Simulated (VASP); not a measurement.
Runs of VASP 6.6.1 on Ge. The structure is tetragonal, space group I4_1/amd (No. 141). The conventional cell has a = 5.149 Å, b = 5.149 Å, c = 2.795 Å, α = 90.00°, β = 90.00°, γ = 90.00°. Ge (site symmetry -4m2) has 6 Ge at 2.67 to 2.79 Å as nearest neighbours. This isn't the form of Ge at room conditions, which is diamond.

```csv
task,level,potentials or basis,cell,k mesh,cutoff (eV),smearing,ladder,mesh quality,gap on the mesh (eV),pressure (GPa),V0 of scaled cells (Å³/atom),B0 (GPa),largest force (eV/Å)
single point,PBE,"VASP PAW PBE potentials, release 64 (Ge_d)","I4_1/amd, 18.52 Å³/atom",11 × 11 × 11,520,fermi-dirac 0.05 eV,-,not flagged,none,3.2,-,-,-
single point,PBE,"VASP PAW PBE potentials, release 64 (Ge_d_GW)","I4_1/amd, 18.52 Å³/atom",7 × 7 × 7,500,gaussian 0.02 eV,-,coarse,none,1.8,-,-,-
single point,PBE,"VASP PAW PBE potentials, release 64 (Ge_d)","atoms moved at random, drawn with an rms of 0.05 Å",11 × 11 × 11,520,fermi-dirac 0.05 eV,-,not flagged,none,3.3,-,-,0.20
single point,PBE,"VASP PAW PBE potentials, release 64 (Ge_d)","grid = ENCUT=900 k=13x13x13 ISMEAR=0 SIGMA=0.05 PREC=Accurate EDIFF=1e-08 LREAL=False ADDGRID=False LASPH=True; atoms moved at random, drawn with an rms of 0.1 Å",13 × 13 × 13,900,gaussian 0.05 eV,-,not flagged,none,3.3,-,-,0.32
single point,PBEsol,"VASP PAW PBE potentials, release 64 (Ge_d)","atoms moved at random, drawn with an rms of 0.05 Å",11 × 11 × 11,520,fermi-dirac 0.05 eV,free,not flagged,none,-0.6,-,-,0.19
equation of state,LDA,"VASP PAW LDA potentials, release 64 (Ge_d)","I4_1/amd, 17.93 Å³/atom",10 × 10 × 10,520,fermi-dirac 0.05 eV,gaps,not flagged,-,-,17.95,83,-
single point,PBE,"VASP PAW PBE potentials, release 64 (Ge_d_GW)","I4_1/amd, 18.52 Å³/atom",6 × 6 × 6,450,gaussian 0.02 eV,-,coarse,none,2.7,-,-,-
equation of state,PBEsol,"VASP PAW PBE potentials, release 64 (Ge_d)","I4_1/amd, 18.52 Å³/atom",11 × 11 × 11,520,fermi-dirac 0.05 eV,free,not flagged,-,-,18.40,79,-
equation of state,PBE,"VASP PAW PBE potentials, release 64 (Ge_d)","I4_1/amd, 18.52 Å³/atom",11 × 11 × 11,520,fermi-dirac 0.05 eV,-,not flagged,-,-,19.35,69,-
equation of state,PBEsol,"VASP PAW PBE potentials, release 64 (Ge_d)","I4_1/amd, 18.34 Å³/atom",10 × 10 × 10,520,fermi-dirac 0.05 eV,gaps,not flagged,-,-,(b),79,-
single point,PBE,"VASP PAW PBE potentials, release 64 (Ge_d_GW)","I4_1/amd, 18.52 Å³/atom",5 × 5 × 5,450,gaussian 0.02 eV,-,coarse,none,(a),-,-,-
```

Alike in all rows: no spin polarisation.

Q: Estimate the missing entries.

A: (a) 3.4; (b) 18.37.

Caveats: some runs use coarse meshes; the cell was scaled at fixed shape and fractional positions, which overstates the stiffness of a crystal with free parameters, most of all of layers and chains (some runs); the PAW data sets were made with another functional, which shifts forces and pressure a little (some runs); the cutoff is under 1.25 times the usual one of these potentials, so pressure, stress and relaxed cells hold a basis-set (Pulay) error (some runs).

A k mesh can miss the band edges, and the runs leave out spin-orbit coupling on Ge.

A gap of «none» marks a metal or a gap under the smearing width.
